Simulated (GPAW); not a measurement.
# ZnS (Wurtzite-2H) (P6_3mc) in GPAW: settings compared

Aim: see how the results for ZnS (Wurtzite-2H) move with the level of theory and the settings. Levels: PBE+D4, PBE, PBEsol. Tasks: relaxation of cell and atoms, single point.

Program: GPAW 26.7.0. These are calculated values, not measurements. Logs are shortened: lines on timing, memory, paths and dates and some standing lists are left out, and cuts for length are marked. The log counts tension as positive stress, the text compression.

## 1. The structure

Symmetry: P6_3mc, No. 186, hexagonal system. Conventional cell: a = 3.811 Å, b = 3.811 Å, c = 6.234 Å, α = 90.00°, β = 90.00°, γ = 120.00°. Zn (site symmetry 3m) has 4 S at 2.31 to 2.40 Å as nearest neighbours. S (site symmetry 3m) is surrounded by 4 Zn at 2.31 to 2.40 Å.

## 2. Relaxation of cell and atoms, PBE+D4

Input file run.py:

```python
from ase import Atoms
from ase.calculators.mixing import SumCalculator
from ase.filters import FrechetCellFilter
from ase.io import write
from ase.optimize import LBFGS
from dftd4.ase import DFTD4
from gpaw import GPAW, PW

atoms = Atoms(['Zn', 'Zn', 'S', 'S'],
              cell=[[3.811, 0.0, 0.0],
                    [-1.9055, 3.3004228138, 0.0],
                    [0.0, 0.0, 6.234]],
              scaled_positions=[[0.6666666667, 0.3333333333, 0.5],
                                [0.3333333333, 0.6666666667, 0.0],
                                [0.6666666667, 0.3333333333, 0.885],
                                [0.3333333333, 0.6666666667, 0.385]],
              pbc=True)

calc = GPAW(mode=PW(600),
            xc='PBE',
            kpts={'size': (6, 6, 3), 'gamma': True},
            occupations={'name': 'fermi-dirac', 'width': 0.05},
            nbands=31,
            convergence={'density': 1e-05, 'energy': 1e-05},
            maxiter=150,
            txt='gpaw.txt')
atoms.calc = SumCalculator([calc, DFTD4(method='pbe')])
opt = LBFGS(FrechetCellFilter(atoms), trajectory='relax.traj', logfile='-')
done = opt.run(fmax=0.02, steps=100)
calc.write('gs.gpw')
write('result.traj', atoms)
print('Converged:', done)
print('Cell:', atoms.cell.cellpar().round(4))
print('Volume:', round(atoms.get_volume(), 4))
print(atoms.get_scaled_positions().round(5))
```

Potentials or basis: GPAW PAW data sets (gpaw-data 1.2.1), pw.

The run is started by

```sh
> OMP_NUM_THREADS=1 python run.py
```

gpaw.txt:

```text
__  _  _
 | _ |_)|_||  |
 |__||  | ||/\| - 26.7.0

Input parameters:
  mode=PW(ecut=600.0),
  convergence={'density': 1e-05, 'energy': 1e-05},
  kpts=MonkhorstPack(size=(6, 6, 3), gamma=True),
  maxiter=150,
  nbands=31,
  occupations=Occupations(name='fermi-dirac', width=0.05),
  xc=XC(name='PBE')

Diagonalizing LCAO Hamiltonian
Converting LCAO to pw mode

            S

            Zn
        S

        Zn

Atoms  # Å, Bohr magnetons
|   | symbol |         x |        y |        z |    initial magnetic moments |
|---|--------|-----------|----------|----------|-----------------------------|
| 0 |     Zn |  1.905500 | 1.100141 | 3.117000 | ( 0.0000,  0.0000,  0.0000) |
| 1 |     Zn | -0.000000 | 2.200282 | 0.000000 | ( 0.0000,  0.0000,  0.0000) |
| 2 |      S |  1.905500 | 1.100141 | 5.517090 | ( 0.0000,  0.0000,  0.0000) |
| 3 |      S | -0.000000 | 2.200282 | 2.400090 | ( 0.0000,  0.0000,  0.0000) |

Unit cell  # Å
| periodic |         x |        y |        z |  lengths |     angles |
|----------|-----------|----------|----------|----------|------------|
|      yes |  3.811000 | 0.000000 | 0.000000 | 3.811000 |  90.000000 |
|      yes | -1.905500 | 3.300423 | 0.000000 | 3.811000 |  90.000000 |
|      yes |  0.000000 | 0.000000 | 6.234000 | 6.234000 | 120.000000 |

Number of symmetries: 6
Symmetry operations  # r_c * U_cc + t_c -> r_c
|   | kind |            matrix            |
|---|------|------------------------------|
| 0 |  σ   |  1, 1, 0,  0,-1, 0,  0, 0, 1 |
| 1 |  E   |  1, 0, 0,  0, 1, 0,  0, 0, 1 |
| 2 |  C3  |  0, 1, 0, -1,-1, 0,  0, 0, 1 |
| 3 |  σ   |  0,-1, 0, -1, 0, 0,  0, 0, 1 |
| 4 |  σ   | -1, 0, 0,  1, 1, 0,  0, 0, 1 |
| 5 |  C3  | -1,-1, 0,  1, 0, 0,  0, 0, 1 |

BZ-sampling:
  Number of BZ points: 108
  Number of IBZ points: 17

  Monkhorst-Pack size: [6, 6, 3]
  Monkhorst-Pack shift: [0.08333333333333333, 0.08333333333333333, 0.0]

K-points  # in reciprocal-cell coordinates
|     |                                coordinates |     weight |
|-----|--------------------------------------------|------------|
|   0 | (  0.00000000,   0.00000000,   0.00000000) | 0.00925926 |
|   1 | (  0.00000000,   0.00000000,   0.33333333) | 0.01851852 |
|   2 | (  0.16666667,   0.00000000,  -0.33333333) | 0.05555556 |
|   3 | (  0.16666667,   0.00000000,   0.00000000) | 0.05555556 |
|   4 | (  0.16666667,   0.00000000,   0.33333333) | 0.05555556 |
|   5 | (  0.33333333,  -0.16666667,   0.00000000) | 0.05555556 |
|   6 | (  0.33333333,  -0.16666667,   0.33333333) | 0.11111111 |
|   7 | (  0.33333333,   0.00000000,  -0.33333333) | 0.05555556 |
|   8 | (  0.33333333,   0.00000000,   0.00000000) | 0.05555556 |
|   9 | (  0.33333333,   0.00000000,   0.33333333) | 0.05555556 |
| ... |                                            |            |
|  16 | (  0.50000000,   0.50000000,   0.33333333) | 0.05555556 |

Plane wave coefficients: 2641
Cutoff: 600.0 eV

Spin-components: 1 (collinear spins)
Bands:           31
Projectors:      22
Spin-degeneracy: 2
Datatype:        complex128
[... 183 lines left out ...]
        Zn

Atoms  # Å, Bohr magnetons
|   | symbol |         x |        y |        z |    initial magnetic moments |
|---|--------|-----------|----------|----------|-----------------------------|
| 0 |     Zn |  1.905816 | 1.100323 | 3.119423 | ( 0.0000,  0.0000,  0.0000) |
| 1 |     Zn | -0.000000 | 2.200647 | 0.004731 | ( 0.0000,  0.0000,  0.0000) |
| 2 |      S |  1.905816 | 1.100323 | 5.508260 | ( 0.0000,  0.0000,  0.0000) |
| 3 |      S | -0.000000 | 2.200647 | 2.393583 | ( 0.0000,  0.0000,  0.0000) |

Unit cell  # Å
| periodic |         x |         y |         z |  lengths |     angles |
|----------|-----------|-----------|-----------|----------|------------|
|      yes |  3.811632 | -0.000000 | -0.000000 | 3.811632 |  90.000000 |
|      yes | -1.905816 |  3.300970 |  0.000000 | 3.811632 |  90.000000 |
|      yes | -0.000000 |  0.000000 |  6.229377 | 6.229377 | 120.000000 |

Number of symmetries: 6
Symmetry operations  # r_c * U_cc + t_c -> r_c
|   | kind |            matrix            |
|---|------|------------------------------|
| 0 |  σ   |  1, 1, 0,  0,-1, 0,  0, 0, 1 |
| 1 |  E   |  1, 0, 0,  0, 1, 0,  0, 0, 1 |
| 2 |  C3  |  0, 1, 0, -1,-1, 0,  0, 0, 1 |
| 3 |  σ   |  0,-1, 0, -1, 0, 0,  0, 0, 1 |
| 4 |  σ   | -1, 0, 0,  1, 1, 0,  0, 0, 1 |
| 5 |  C3  | -1,-1, 0,  1, 0, 0,  0, 0, 1 |

BZ-sampling:
  Number of BZ points: 108
  Number of IBZ points: 17

  Monkhorst-Pack size: [6, 6, 3]
  Monkhorst-Pack shift: [0.08333333333333333, 0.08333333333333333, 0.0]

K-points  # in reciprocal-cell coordinates
|     |                                coordinates |     weight |
|-----|--------------------------------------------|------------|
|   0 | (  0.00000000,   0.00000000,   0.00000000) | 0.00925926 |
|   1 | (  0.00000000,   0.00000000,   0.33333333) | 0.01851852 |
|   2 | (  0.16666667,   0.00000000,  -0.33333333) | 0.05555556 |
|   3 | (  0.16666667,   0.00000000,   0.00000000) | 0.05555556 |
|   4 | (  0.16666667,   0.00000000,   0.33333333) | 0.05555556 |
|   5 | (  0.33333333,  -0.16666667,   0.00000000) | 0.05555556 |
|   6 | (  0.33333333,  -0.16666667,   0.33333333) | 0.11111111 |
|   7 | (  0.33333333,   0.00000000,  -0.33333333) | 0.05555556 |
|   8 | (  0.33333333,   0.00000000,   0.00000000) | 0.05555556 |
|   9 | (  0.33333333,   0.00000000,   0.33333333) | 0.05555556 |
| ... |                                            |            |
|  16 | (  0.50000000,   0.50000000,   0.33333333) | 0.05555556 |

Plane wave coefficients: 2637
Cutoff: 600.0 eV

Spin-components: 1 (collinear spins)
Bands:           31
Projectors:      22
Spin-degeneracy: 2
Datatype:        complex128
[... 154 lines left out ...]
Gap: 2.246 eV
Transition (v -> c):
  (s=0, k=0, n=17, [0.00, 0.00, 0.00]) -> (s=0, k=0, n=18, [0.00, 0.00, 0.00])
No difference between direct/indirect transitions

Stress tensor  # eV/Ang^3
|         x |         y |         z |
|-----------|-----------|-----------|
| -0.018285 | -0.000000 |  0.000000 |
| -0.000000 | -0.018285 |  0.000000 |
|  0.000000 |  0.000000 | -0.007697 |

Forces  # eV/Ang
|        x |        y |        z |
|----------|----------|----------|
|  0.00000 |  0.00000 |  0.28207 |  # Zn   0
| -0.00000 | -0.00000 |  0.28201 |  # Zn   1
|  0.00000 |  0.00000 | -0.28175 |  # S    2
| -0.00000 | -0.00000 | -0.28169 |  # S    3

Diagonalizing LCAO Hamiltonian
Converting LCAO to pw mode

            S

            Zn
        S

        Zn

Atoms  # Å, Bohr magnetons
|   | symbol |         x |        y |        z |    initial magnetic moments |
|---|--------|-----------|----------|----------|-----------------------------|
| 0 |     Zn |  1.907050 | 1.101036 | 3.133877 | ( 0.0000,  0.0000,  0.0000) |
| 1 |     Zn | -0.000000 | 2.202071 | 0.032370 | ( 0.0000,  0.0000,  0.0000) |
| 2 |      S |  1.907050 | 1.101036 | 5.457297 | ( 0.0000,  0.0000,  0.0000) |
| 3 |      S | -0.000000 | 2.202071 | 2.355817 | ( 0.0000,  0.0000,  0.0000) |

Unit cell  # Å
| periodic |         x |         y |         z |  lengths |     angles |
|----------|-----------|-----------|-----------|----------|------------|
|      yes |  3.814099 | -0.000000 | -0.000000 | 3.814099 |  90.000000 |
|      yes | -1.907050 |  3.303107 |  0.000000 | 3.814099 |  90.000000 |
|      yes | -0.000000 |  0.000000 |  6.202995 | 6.202995 | 120.000000 |

Number of symmetries: 2
Symmetry operations  # r_c * U_cc + t_c -> r_c
|   | kind |            matrix            |
|---|------|------------------------------|
| 0 |  E   |  1, 0, 0,  0, 1, 0,  0, 0, 1 |
| 1 |  σ   |  0,-1, 0, -1, 0, 0,  0, 0, 1 |

BZ-sampling:
  Number of BZ points: 108
  Number of IBZ points: 34
[... 1131 lines left out ...]
Stress tensor  # eV/Ang^3
|         x |         y |         z |
|-----------|-----------|-----------|
| -0.017883 | -0.000000 |  0.000000 |
| -0.000000 | -0.017884 | -0.000000 |
|  0.000000 | -0.000000 | -0.018818 |

Forces  # eV/Ang
|        x |        y |        z |
|----------|----------|----------|
| -0.00001 |  0.00000 |  0.00128 |  # Zn   0
|  0.00001 | -0.00000 |  0.00130 |  # Zn   1
| -0.00001 |  0.00000 | -0.00103 |  # S    2
|  0.00001 | -0.00000 | -0.00117 |  # S    3

Interpolating wave functions to new cell

           S

           Zn
        S

        Zn

Atoms  # Å, Bohr magnetons
|   | symbol |        x |        y |        z |    initial magnetic moments |
|---|--------|----------|----------|----------|-----------------------------|
| 0 |     Zn | 1.898399 | 1.096042 | 3.154073 | ( 0.0000,  0.0000,  0.0000) |
| 1 |     Zn | 0.000001 | 2.192083 | 0.034892 | ( 0.0000,  0.0000,  0.0000) |
| 2 |      S | 1.898400 | 1.096041 | 5.486193 | ( 0.0000,  0.0000,  0.0000) |
| 3 |      S | 0.000000 | 2.192083 | 2.366945 | ( 0.0000,  0.0000,  0.0000) |

Unit cell  # Å
| periodic |         x |         y |         z |  lengths |     angles |
|----------|-----------|-----------|-----------|----------|------------|
|      yes |  3.796799 |  0.000000 |  0.000000 | 3.796799 |  90.000001 |
|      yes | -1.898399 |  3.288125 | -0.000000 | 3.796799 |  89.999999 |
|      yes |  0.000000 | -0.000000 |  6.238399 | 6.238399 | 119.999995 |

Number of symmetries: 2
Symmetry operations  # r_c * U_cc + t_c -> r_c
|   | kind |            matrix            |
|---|------|------------------------------|
| 0 |  E   |  1, 0, 0,  0, 1, 0,  0, 0, 1 |
| 1 |  σ   |  0,-1, 0, -1, 0, 0,  0, 0, 1 |

BZ-sampling:
  Number of BZ points: 108
  Number of IBZ points: 34

  Monkhorst-Pack size: [6, 6, 3]
  Monkhorst-Pack shift: [0.08333333333333333, 0.08333333333333333, 0.0]

K-points  # in reciprocal-cell coordinates
|     |                                coordinates |     weight |
|-----|--------------------------------------------|------------|
|   0 | (  0.00000000,   0.00000000,   0.00000000) | 0.00925926 |
|   1 | (  0.00000000,   0.00000000,   0.33333333) | 0.01851852 |
|   2 | (  0.16666667,  -0.16666667,  -0.33333333) | 0.01851852 |
|   3 | (  0.16666667,  -0.16666667,   0.00000000) | 0.01851852 |
|   4 | (  0.16666667,  -0.16666667,   0.33333333) | 0.01851852 |
|   5 | (  0.16666667,   0.00000000,  -0.33333333) | 0.03703704 |
|   6 | (  0.16666667,   0.00000000,   0.00000000) | 0.03703704 |
|   7 | (  0.16666667,   0.00000000,   0.33333333) | 0.03703704 |
|   8 | (  0.16666667,   0.16666667,   0.00000000) | 0.01851852 |
|   9 | (  0.16666667,   0.16666667,   0.33333333) | 0.03703704 |
| ... |                                            |            |
|  33 | (  0.50000000,   0.50000000,   0.33333333) | 0.01851852 |
[... 163 lines left out ...]
Gap: 2.227 eV
Transition (v -> c):
  (s=0, k=0, n=17, [0.00, 0.00, 0.00]) -> (s=0, k=0, n=18, [0.00, 0.00, 0.00])
No difference between direct/indirect transitions

Stress tensor  # eV/Ang^3
|         x |         y |         z |
|-----------|-----------|-----------|
| -0.017286 |  0.000000 | -0.000000 |
|  0.000000 | -0.017286 |  0.000000 |
| -0.000000 |  0.000000 | -0.016793 |

Forces  # eV/Ang
|        x |        y |        z |
|----------|----------|----------|
|  0.00001 | -0.00000 | -0.00282 |  # Zn   0
| -0.00001 |  0.00000 | -0.00280 |  # Zn   1
|  0.00001 | -0.00001 |  0.00310 |  # S    2
| -0.00001 |  0.00001 |  0.00288 |  # S    3

# Writing to gs.gpw (mode='')
```

Run time: 5 min. Hardware: 1 thread of Intel Xeon Platinum 8259CL at 2.50GHz (Skylake/Cascade Lake), shared host; peak memory 0.3 GiB.

What came out:

| Item | Value |
| --- | --- |
| Free energy | -15.0544 eV |
| Relaxed volume | 19.47 Å³/atom |
| Relaxed cell | a = 3.797 Å, b = 3.797 Å, c = 6.238 Å, α = 90.00°, β = 90.00°, γ = 120.00° |
| Space group after relaxing (to 0.05 Å) | P6_3mc (No. 186) |
| Energy gained by relaxing | 5.8 meV/atom |
| Ionic steps | 8 |
| Pressure after relaxing | 0.0 GPa |
| Band gap on the k mesh | 2.23 eV, direct |
| Dispersion energy per atom | -0.310 eV |

The path:
| step | energy change (eV) | largest force (eV/Å) | pressure (GPa) | volume (Å³) |
| --- | --- | --- | --- | --- |
| 1 | 0.0000 | 0.3320 | -0.31 | 78.41 |
| 2 | -0.0064 | 0.2847 | -0.33 | 78.38 |
| 3 | -0.0213 | 0.0474 | -0.22 | 78.15 |
| 4 | -0.0219 | 0.0161 | -0.23 | 78.16 |
| 5 | -0.0221 | 0.0143 | -0.21 | 78.13 |
| 6 | -0.0230 | 0.0047 | 0.19 | 77.72 |
| 7 | -0.0230 | 0.0049 | 0.18 | 77.73 |
| 8 | -0.0233 | 0.0008 | 0.02 | 77.88 |

Final structure:
```yaml
crystal:
  lattice:
    - [3.79680, 0.00000, 0.00000]
    - [-1.89840, 3.28812, 0.00000]
    - [0.00000, 0.00000, 6.23840]
  atoms:
    - { symbol: Zn, position: [0.66667, 0.33333, 0.50559] }
    - { symbol: Zn, position: [0.33333, 0.66667, 0.00559] }
    - { symbol: S, position: [0.66667, 0.33333, 0.87942] }
    - { symbol: S, position: [0.33333, 0.66667, 0.37942] }
```

Caveat: later steps reuse the first step's grids. A hybrid or GW would open this gap; PBE tends to underestimate it.

(Part 1 of 3 ends here.)
